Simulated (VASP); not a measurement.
# PtSe2 (P-3m1) in VASP: further runs

One crystal, PtSe2, is run at these levels: PBE+D3(BJ); tasks: single point.

All numbers are computed with VASP 6.6.1; they aren't measurements. Logs are shortened: lines on timing, memory, paths and dates and some standing lists are left out, and cuts for length are marked.

## Step 1: The structure

The structure is trigonal, space group P-3m1 (No. 164). Conventional cell: a = 3.784 Å, b = 3.784 Å, c = 5.080 Å, α = 90.00°, β = 90.00°, γ = 120.00°. Pt (site symmetry -3m) has 6 Se at 2.54 Å as nearest neighbours. Se (site symmetry 3m) has 3 Pt at 2.54 Å as nearest neighbours.

## Step 2: Single point, PBE+D3(BJ)

INCAR reads:

```
SYSTEM = PtSe2
PREC = Accurate ; ENCUT = 520
EDIFF = 1E-6 ; ISMEAR = 0
SIGMA = 0.1 ; LREAL = .False.
LASPH = .True. ; NELM = 100
ALGO = Fast ; ISIF = 2
LWAVE = .False. ; LCHARG = .True.
GGA = PE ; IVDW = 12
LELF = .True. ; LVHAR = .True.
NBANDS = 18
```

KPOINTS reads:

```
Automatic mesh
0
Gamma
  15 15 10
  0 0 0
```

POSCAR reads:

```
PtSe2
1.0
    3.7835921499      0.0000000000      0.0000000000
   -1.8917960750      3.2766869194      0.0000000000
    0.0000000000      0.0000000000      5.0799621744
Pt Se
1 2
Direct
    0.0000000000      0.0000000000      0.0000000000
    0.3333333333      0.6666666667      0.2534251999
    0.6666666667      0.3333333333      0.7465748001
```

Potentials or basis: VASP PAW PBE potentials, release 64 (Pt, Se).

On the command line:

```
$ cat potpaw_PBE.64/Pt/POTCAR potpaw_PBE.64/Se/POTCAR > POTCAR
$ mpirun -np 1 vasp_std > vasp.out
```

OUTCAR:

```text
SYSTEM = PtSe2
   PREC = Accurate
   ENCUT = 520
   EDIFF = 1E-6
   ISMEAR = 0
   LREAL = .False.
   LASPH = .True.
   NELM = 100
   ISIF = 2
   GGA = PE
   IVDW = 12
 IVDW          = 12

 ion  position               nearest neighbor table
   1  0.000  0.000  0.000-   2 2.54   3 2.54   3 2.54   2 2.54   3 2.54   2 2.54
   2  0.333  0.667  0.253-   1 2.54   1 2.54   1 2.54
   3  0.667  0.333  0.747-   1 2.54   1 2.54   1 2.54

  LATTYP: Found a hexagonal cell.
 ALAT       =     3.7835921499
 C/A-ratio  =     1.3426294307

  Lattice vectors:

 A1 = (   3.7835921499,   0.0000000000,   0.0000000000)
 A2 = (  -1.8917960750,   3.2766869194,   0.0000000000)
 A3 = (   0.0000000000,   0.0000000000,   5.0799621744)

Analysis of symmetry for initial positions (statically):
=====================================================================
 Subroutine PRICEL returns:
 Original cell was already a primitive cell.

 Routine SETGRP: Setting up the symmetry group for a
 hexagonal supercell.

 Subroutine GETGRP returns: Found 12 space group operations
 (whereof 12 operations were pure point group operations)
 out of a pool of 24 trial point group operations.

The static configuration has the point symmetry D_3d.

Analysis of symmetry for dynamics (positions and initial velocities):
=====================================================================
 Subroutine PRICEL returns:
 Original cell was already a primitive cell.

 Routine SETGRP: Setting up the symmetry group for a
 hexagonal supercell.

 Subroutine GETGRP returns: Found 12 space group operations
 (whereof 12 operations were pure point group operations)
 out of a pool of 24 trial point group operations.

The dynamic configuration has the point symmetry D_3d.

 Subroutine INISYM returns: Found 12 space group operations
 (whereof 12 operations are pure point group operations),
 and found     1 'primitive' translations

----------------------------------------------------------------------------------------

                                     Primitive cell

  volume of cell :      62.9796

  direct lattice vectors                    reciprocal lattice vectors
     3.783592150  0.000000000  0.000000000     0.264299100  0.152593157  0.000000000
    -1.891796075  3.276686919  0.000000000     0.000000000  0.305186313  0.000000000
     0.000000000  0.000000000  5.079962174     0.000000000  0.000000000  0.196851859

  length of vectors
     3.783592150  3.783592150  5.079962174     0.305186313  0.305186313  0.196851859

  position of ions in fractional coordinates (direct lattice)
     0.000000000  0.000000000  0.000000000
     0.333333333  0.666666667  0.253425200
     0.666666667  0.333333333  0.746574800

  ion indices of the primitive-cell ions
   primitive index   ion index
                 1           1
                 2           2
                 3           3

----------------------------------------------------------------------------------------

 KPOINTS: Automatic mesh

Automatic generation of k-mesh.
 Grid dimensions read from file:
 generate k-points for:   15   15   10

 Generating k-lattice:

  Cartesian coordinates                     Fractional coordinates (reciprocal lattice)
     0.017619940  0.010172877  0.000000000     0.066666667  0.000000000  0.000000000
     0.000000000  0.020345754  0.000000000     0.000000000  0.066666667  0.000000000
     0.000000000  0.000000000  0.019685186     0.000000000  0.000000000  0.100000000

  Length of vectors
     0.020345754  0.020345754  0.019685186

  Shift w.r.t. Gamma in fractional coordinates (k-lattice)
     0.000000000  0.000000000  0.000000000

 Subroutine IBZKPT returns following result:
 ===========================================

 Found    238 irreducible k-points:

 Following reciprocal coordinates:
            Coordinates               Weight
  0.000000  0.000000  0.000000      1.000000
  0.066667 -0.000000  0.000000      6.000000
  0.133333  0.000000  0.000000      6.000000
  0.200000  0.000000  0.000000      6.000000
  0.266667  0.000000  0.000000      6.000000
  0.333333  0.000000  0.000000      6.000000
[... 16 lines left out ...]
  0.333333  0.200000  0.000000     12.000000
  0.400000  0.200000  0.000000      6.000000
 [... further k-points ...]
   k-points           NKPTS =    238   k-points in BZ     NKDIM =    238   number of bands    NBANDS=     18
   number of dos      NEDOS =    301   number of ions     NIONS =      3
   total plane-waves  NPLWV =  31360
   dimension x,y,z NGX =    28 NGY =   28 NGZ =   40
   dimension x,y,z NGXF=    56 NGYF=   56 NGZF=   80
   ions per type =               1   2
   NGX,Y,Z   is equivalent  to a cutoff of  12.30, 12.30, 13.09 a.u.
   NGXF,Y,Z  is equivalent  to a cutoff of  24.61, 24.61, 26.18 a.u.
 SYSTEM =  PtSe2
   PREC   = accura    normal or accurate (medium, high low for compatibility)
   ISTART =      0    job   : 0-new  1-cont  2-samecut
   ICHARG =      2    charge: 1-file 2-atom 10-const
   ISPIN  =      1    spin polarized calculation?
   LNONCOLLINEAR =      F non collinear calculations
   LSORBIT =      F    spin-orbit coupling
   LASPH  =      T    aspherical Exc in radial PAW
   ENCUT  =  520.0 eV  38.22 Ry    6.18 a.u.   7.03  7.03  9.45*2*pi/ulx,y,z
   NELM   =    100;   NELMIN=  2; NELMDL= -5     # of ELM steps
   EDIFF  = 0.1E-05   stopping-criterion for ELM
   LREAL  =      F    real-space projection
   EDIFFG = 0.1E-04   stopping-criterion for IOM
   NSW    =      0    number of steps for IOM
   IBRION =     -1    ionic relax: 0-MD 1-quasi-New 2-CG
   NFREE  =      0    steps in history (QN), initial steepest desc. (CG)
   ISIF   =      2    stress and relaxation
   ISYM   =      2    0-nonsym 1-usesym 2-fastsym
   POTIM  = 0.5000    time-step for ionic-motion
   TEBEG  =    0.0;   TEEND  =   0.0 temperature during run
   PSTRESS=    0.0 pullay stress
   NELECT =      22.0000    total number of electrons
   NUPDOWN=      -1.0000    fix difference up-down
   EMIN   =  10.00;   EMAX   =-10.00  energy-range for DOS
   EFERMI =   0.00;   METHOD = LEGACY
   ISMEAR =     0;   SIGMA  =   0.10  broadening in eV -4-tet -1-fermi 0-gaus
   EFERMI_NEDOS =   21; number of points for ismear=-14 and -15
   IALGO  =     68    algorithm
   IMIX   =      4    mixing-type and parameters
     AMIX     =   0.40;   BMIX     =  1.00
     AMIX_MAG =   1.60;   BMIX_MAG =  1.00
  volume/ion in A,a.u.               =      20.99       141.67
  Fermi-wavevector in a.u.,A,eV,Ry     =   1.152964  2.178786 18.086583  1.329326
  Thomas-Fermi vector in A             =   2.289612
   LORBIT       =      0    0 simple, 1 ext, 2 COOP (PROOUT), +10 PAW based schemes
   GGA     = PE    functional components
   LHFCALC =     F    Hartree Fock is set to
   AEXX    =    0.0000 exact exchange contribution
   IVDW    =    12    specifies the selected vdW correction
   LEPSILON=     F    determine dielectric tensor
   LRPA    =     F    only Hartree local field effects (RPA)
 non-spin polarized calculation
 RMM-DIIS sequential band-by-band and
 Gauss-broadening in eV      SIGMA  =   0.10
  energy-cutoff  :      520.00
  volume of cell :       62.98
 maximum number of plane-waves:      1731
   NGX = 15   NGY = 15   NGZ = 19

 number of electron      21.9999999 magnetization

 Free energy of the ion-electron system (eV)
  ---------------------------------------------------
  ext. energy  EPLUGINS =         0.00000000
  ---------------------------------------------------
  free energy    TOTEN  =       -14.25631731 eV

  energy without entropy =      -14.25300920  energy(sigma->0) =      -14.25466325

 E-fermi :   6.0304     XC(G=0): -10.4781

 val. band max:        6.0197400333   @ k =   0.3333   0.3333   0.0000
 cond. band min:       6.0514107548   @ k =   0.1333   0.1333   0.5000
 fundamental gap:      0.0316707215
 Fermi energy:         6.0304083753

 k-point     1 :       0.0000    0.0000    0.0000
  band No.  band energies     occupation
      1      -9.3102      2.00000
      2      -6.6822      2.00000
      3      -0.8115      2.00000
      4      -0.0713      2.00000
      5      -0.0713      2.00000
      6       2.2775      2.00000
[... 10 lines left out ...]
     17      13.3203      0.00000
     18      17.7170      0.00000

 k-point     2 :       0.0667   -0.0000    0.0000
  band No.  band energies     occupation
      1      -9.2638      2.00000
      2      -6.7024      2.00000
      3      -0.7539      2.00000
      4      -0.0409      2.00000
      5      -0.0364      2.00000
      6       2.2160      2.00000
[... 10 lines left out ...]
     17      13.4743      0.00000
     18      16.8452      0.00000

 k-point     3 :       0.1333    0.0000    0.0000
  band No.  band energies     occupation
      1      -9.1277      2.00000
      2      -6.7603      2.00000
      3      -0.5866      2.00000
      4       0.0461      2.00000
      5       0.0681      2.00000
      6       1.9933      2.00000
[... 10 lines left out ...]
     17      13.8804      0.00000
     18      15.6170      0.00000

 k-point     4 :       0.2000    0.0000    0.0000
  band No.  band energies     occupation
      1      -8.9113      2.00000
      2      -6.8492      2.00000
      3      -0.3317      2.00000
      4       0.1758      2.00000
      5       0.2424      2.00000
      6       1.5273      2.00000
[... 375 lines left out ...]
      4       0.3386      2.00000
      5       0.6601      2.00000
      6       1.1175      2.00000
[... 10 lines left out ...]
     17      14.3951      0.00000
     18      15.2027      0.00000

 k-point    23 :       0.3333    0.2000    0.0000
  band No.  band energies     occupation
      1      -7.7180      2.00000
      2      -7.3210      2.00000
      3      -0.5794      2.00000
      4       0.3169      2.00000
      5       0.7714      2.00000
      6       1.2717      2.00000
[... 10 lines left out ...]
     17      14.9223      0.00000
     18      15.5566      0.00000

 k-point    24 :       0.4000    0.2000    0.0000
  band No.  band energies     occupation
      1      -7.5657      2.00000
      2      -7.4226      2.00000
      3      -0.7078      2.00000
      4       0.3045      2.00000
      5       0.8110      2.00000
      6       1.3144      2.00000
[... 10 lines left out ...]
     17      15.1671      0.00000
     18      15.9391      0.00000

 [... further k-points ...]

------------------------ aborting loop because EDIFF is reached ----------------------------------------

 Edisp (eV)   -1.38153

 E8    (eV) :    -0.5933

  FORCE on cell =-STRESS in cart. coord.  units (eV):
  Direction    XX          YY          ZZ          XY          YZ          ZX
  --------------------------------------------------------------------------------------
  -------------------------------------------------------------------------------------
  Total      -0.93949    -0.93949    -0.91135     0.00000     0.00000     0.00000
  in kB     -23.90038   -23.90038   -23.18430     0.00000     0.00000     0.00000
  external pressure =      -23.66 kB  Pullay stress =        0.00 kB

 VOLUME and BASIS-vectors are now :
 -----------------------------------------------------------------------------
  energy-cutoff  :      520.00
  volume of cell :       62.98
      direct lattice vectors                 reciprocal lattice vectors
     3.783592150  0.000000000  0.000000000     0.264299100  0.152593157  0.000000000
    -1.891796075  3.276686919  0.000000000     0.000000000  0.305186313  0.000000000
     0.000000000  0.000000000  5.079962174     0.000000000  0.000000000  0.196851859

 POSITION                                       TOTAL-FORCE (eV/Angst)
 -----------------------------------------------------------------------------------
      0.00000      0.00000      0.00000         0.000000      0.000000      0.000000
     -0.00000      2.18446      1.28739         0.000000     -0.000000      0.000829
      1.89180      1.09223      3.79257        -0.000000      0.000000     -0.000829
 -----------------------------------------------------------------------------------
    total drift:                                0.000000     -0.000000      0.000000

  FREE ENERGIE OF THE ION-ELECTRON SYSTEM (eV)
  ---------------------------------------------------
  free  energy   TOTEN  =       -15.6378521247 eV

  energy  without entropy=      -15.6345440098  energy(sigma->0) =      -15.63619807
```

It took 2.8 min on 1 thread of Intel Xeon Platinum 8375C at 2.90GHz (Ice Lake), shared host; peak memory 0.39 GiB.

What came out:

```yaml
Free_energy: -15.6379 eV
Pressure: -2.4 GPa
Band_gap_on_the_k_mesh: none (metal or under the smearing width)
Dispersion_energy_per_atom: -0.461 eV
```

Caveat: pairwise dispersion overbinds metals, which lowers pressure and volume. Spin-orbit coupling is left out, which matters for the levels of Pt.

(Part 1 of 2 ends here.)
